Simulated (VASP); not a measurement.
# TePb (mix) (Fm-3m) in VASP: further runs, part 2 of 2

VASP 6.6.1. The steps go on from the part before.

**3. Relaxation of cell and atoms, PBE**

This run uses another cell than the first one, of 33.73 Å³/atom, 0.952 times its volume.

File INCAR:

```
SYSTEM = TePb
  PREC = Accurate
  ENCUT = 600
  EDIFF = 1E-6
  ISMEAR = 0
  SIGMA = 0.02
  LREAL = .False.
  LASPH = .True.
  NELM = 100
  ALGO = Fast
  ISIF = 3
  LWAVE = .False.
  LCHARG = .False.
  GGA = PE
  IBRION = 2
  NSW = 100
  EDIFFG = -0.002
```

File KPOINTS:

```
Automatic mesh
0
Gamma
  8 8 8
  0 0 0
```

File POSCAR:

```
TePb
1.0
    0.0000000000      3.2310000000      3.2310000000
    3.2310000000      0.0000000000      3.2310000000
    3.2310000000      3.2310000000      0.0000000000
Te Pb
1 1
Direct
    0.5000000000      0.5000000000      0.5000000000
    0.0000000000      0.0000000000      0.0000000000
```

Potentials or basis: VASP PAW PBE potentials, release 64 (Te, Pb_d).

Run with:

```bash
$ cat potpaw_PBE.64/Te/POTCAR potpaw_PBE.64/Pb_d/POTCAR > POTCAR
$ mpirun -np 1 vasp_std > vasp.out
```

OUTCAR:

```text
SYSTEM = TePb
   PREC = Accurate
   ENCUT = 600
   EDIFF = 1E-6
   ISMEAR = 0
   LREAL = .False.
   LASPH = .True.
   NELM = 100
   ISIF = 3
   GGA = PE
   IBRION = 2
   NSW = 100
   EDIFFG = -0.002

 ion  position               nearest neighbor table
   1  0.500  0.500  0.500-   2 3.23   2 3.23   2 3.23   2 3.23   2 3.23   2 3.23
   2  0.000  0.000  0.000-   1 3.23   1 3.23   1 3.23   1 3.23   1 3.23   1 3.23

  LATTYP: Found a face centered cubic cell.
 ALAT       =     6.4620000000

  Lattice vectors:

 A1 = (   0.0000000000,   3.2310000000,   3.2310000000)
 A2 = (   3.2310000000,   0.0000000000,   3.2310000000)
 A3 = (   3.2310000000,   3.2310000000,   0.0000000000)

Analysis of symmetry for initial positions (statically):
=====================================================================
 Subroutine PRICEL returns:
 Original cell was already a primitive cell.

 Routine SETGRP: Setting up the symmetry group for a
 face centered cubic supercell.

 Subroutine GETGRP returns: Found 48 space group operations
 (whereof 48 operations were pure point group operations)
 out of a pool of 48 trial point group operations.

The static configuration has the point symmetry O_h .

[... 173 lines left out ...]
  in kB       20.9898519     20.9898519     20.9898519      0.0000000      0.0000000      0.0000000
  external PRESSURE =      20.9898519 kB  Pullay stress =       0.0000000 kB
[... 167 lines left out ...]
--------------------------------------- Ionic step        6  -------------------------------------------

 number of electron      20.0000002 magnetization

 Free energy of the ion-electron system (eV)
  ---------------------------------------------------
  ext. energy  EPLUGINS =         0.00000000
  ---------------------------------------------------
  free energy    TOTEN  =        -7.52266848 eV

  energy without entropy =       -7.52266848  energy(sigma->0) =       -7.52266848

 E-fermi :   5.1518     XC(G=0):  -9.0814

 val. band max:        5.0004240180   @ k =   0.5000   0.0000   0.0000
 cond. band min:       5.8319043964   @ k =   0.5000   0.0000   0.0000
 fundamental gap:      0.8314803784
 Fermi energy:         5.1518130311

 k-point     1 :       0.0000    0.0000    0.0000
  band No.  band energies     occupation
      1     -11.6431      2.00000
      2     -11.6431      2.00000
      3     -11.6375      2.00000
      4     -11.6375      2.00000
      5     -11.6375      2.00000
      6      -6.6170      2.00000
      7      -0.7090      2.00000
      8       3.8436      2.00000
      9       3.8436      2.00000
     10       3.8436      2.00000
     11       9.0270      0.00000
     12       9.0270      0.00000
     13       9.0270      0.00000
     14      10.9142      0.00000
[... 377 lines left out ...]
      1     -11.6652      2.00000
      2     -11.6491      2.00000
      3     -11.6322      2.00000
      4     -11.6277      2.00000
      5     -11.6212      2.00000
      6      -5.1435      2.00000
      7      -3.1019      2.00000
      8       2.5035      2.00000
      9       2.6881      2.00000
     10       4.6276      2.00000
     11       6.4235      0.00000
     12       8.5308      0.00000
     13       8.9370      0.00000
     14      11.8905      0.00000

 [... further k-points ...]
[... 5 lines left out ...]
  --------------------------------------------------------------------------------------
  -------------------------------------------------------------------------------------
  Total        0.0038015      0.0038015      0.0038015     -0.0000000      0.0000000      0.0000000
  in kB        0.0859730      0.0859730      0.0859730     -0.0000000      0.0000000      0.0000000
  external PRESSURE =       0.0859730 kB  Pullay stress =       0.0000000 kB
[... 17 lines left out ...]
  FREE ENERGIE OF THE ION-ELECTRON SYSTEM (eV)
  ---------------------------------------------------
  free  energy   TOTEN  =        -7.5226684846 eV

  energy  without entropy=       -7.5226684846  energy(sigma->0) =       -7.52266848

 reached required accuracy - stopping structural energy minimisation
```

Run time: 2.4 min. Hardware: 1 thread of Intel Xeon Platinum 8488C (Sapphire Rapids), shared host; peak memory 0.26 GiB.

What came out:

| Property | Result |
| --- | --- |
| Free energy | -7.5227 eV |
| Relaxed volume | 35.42 Å³/atom |
| Relaxed cell | a = 4.645 Å, b = 4.645 Å, c = 4.645 Å, α = 60.00°, β = 60.00°, γ = 60.00° |
| Space group after relaxing (to 0.05 Å) | Fm-3m (No. 225) |
| Energy gained by relaxing | 10.7 meV/atom |
| Ionic steps | 6 |
| Pressure after relaxing | 0.0 GPa |
| Band gap on the k mesh | 0.83 eV, direct |

Step by step:
| step | energy change (eV) | largest force (eV/Å) | pressure (GPa) | volume (Å³) |
| --- | --- | --- | --- | --- |
| 1 | 0.0000 | 0.0000 | 2.10 | 67.46 |
| 2 | -0.0196 | 0.0000 | -0.54 | 71.87 |
| 3 | -0.0214 | 0.0000 | 0.04 | 70.84 |
| 4 | -0.0214 | 0.0000 | -0.04 | 70.91 |
| 5 | -0.0214 | 0.0000 | 0.01 | 70.83 |
| 6 | -0.0214 | 0.0000 | 0.01 | 70.84 |

Final structure:
```
Te Pb
1.0
     0.00000    3.28416    3.28416
     3.28416    0.00000    3.28416
     3.28416    3.28416    0.00000
Te Pb
1 1
Direct
  0.50000 0.50000 0.50000
  0.00000 0.00000 0.00000
```

Caveat: spin-orbit coupling is left out, which as a rule narrows the gap of such compounds by several tenths of an eV.

**4. Single point, PBE**

This run uses another cell than the first one, of 33.73 Å³/atom, 0.952 times its volume.

File INCAR:

```
SYSTEM = TePb
  PREC = Accurate
  ENCUT = 520
  EDIFF = 1E-7
  ISMEAR = 0
  SIGMA = 0.1
  LREAL = .FALSE.
  LASPH = .TRUE.
  NELM = 100
  ALGO = Normal
  ISIF = 2
  LWAVE = .FALSE.
  LCHARG = .FALSE.
  GGA = PE
  NBANDS = 17
```

File KPOINTS:

```
Automatic mesh
0
G
  6 6 6
  0 0 0
```

POSCAR is that of step 3.

Run with:

```bash
$ cat potpaw_PBE.64/Te/POTCAR potpaw_PBE.64/Pb_d/POTCAR > POTCAR
$ mpirun -np 1 vasp_std > vasp.out
```

Wall time 22 s (1 thread of Intel Xeon Platinum 8488C (Sapphire Rapids), shared host); peak memory 0.2 GiB.

Results (log left out):

| Item | Value |
| --- | --- |
| Free energy | -7.5021 eV |
| Pressure | 2.1 GPa |
| Band gap on the k mesh | 0.73 eV, direct |

Levels at points of the mesh, in eV from the valence-band top:
```
           k point  band 7  band 8  band 9  band 10  band 11  band 12  band 13  band 14
(0.00, 0.00, 0.00)   -5.60   -1.35   -1.35    -1.35     4.08     4.08     4.08     5.79
(0.50, 0.00, 0.00)   -8.59   -0.89   -0.89     0.00     0.73     1.27     1.27     8.39
(0.50, 0.50, 0.00)   -7.29   -4.50   -2.80    -2.80     3.29     5.47     5.47     6.71
```

Caveat: spin-orbit coupling is left out, which as a rule narrows the gap of such compounds by several tenths of an eV.

**5. Summary**

| task | cell | k mesh | cutoff (eV) | smearing | gap on the mesh (eV) | pressure (GPa) |
| --- | --- | --- | --- | --- | --- | --- |
| single point | Fm-3m, 35.44 Å³/atom | 8 × 8 × 8 | 520 | gaussian 0.02 eV | 0.83 | 0.0 |
| relaxation of cell and atoms | relaxed | 8 × 8 × 8 | 600 | gaussian 0.02 eV | 0.83 | 0.0 |
| single point | Fm-3m, 33.73 Å³/atom | 6 × 6 × 6 | 520 | gaussian 0.1 eV | 0.73 | 2.1 |

Alike in all rows: level PBE; potentials or basis VASP PAW PBE potentials, release 64 (Te, Pb_d); no spin polarisation.

Caveats: spin-orbit coupling is left out, which as a rule narrows the gap of such compounds by several tenths of an eV.

Total energies depend on the potentials used, so only differences within one code and one set of settings carry meaning.

**6. Comparison with measurements**

Step 2. A measured gap of TePb is 0.19 eV (direct; 4.2 K; a printed reference work, monograph); the calculated 0.83 eV misses it by +0.64 eV. Spin-orbit coupling on Pb, Te is left out. The value is that of PBE on a finite k mesh, which can miss the band edges, without temperature or zero-point motion.

Step 4. Measured gap of TePb: 0.19 eV (direct; 4.2 K; a printed reference work, monograph). This calculation gives 0.73 eV (+0.54 eV). Spin-orbit coupling on Pb, Te is left out. The value is that of PBE on a finite k mesh, which can miss the band edges, without temperature or zero-point motion.
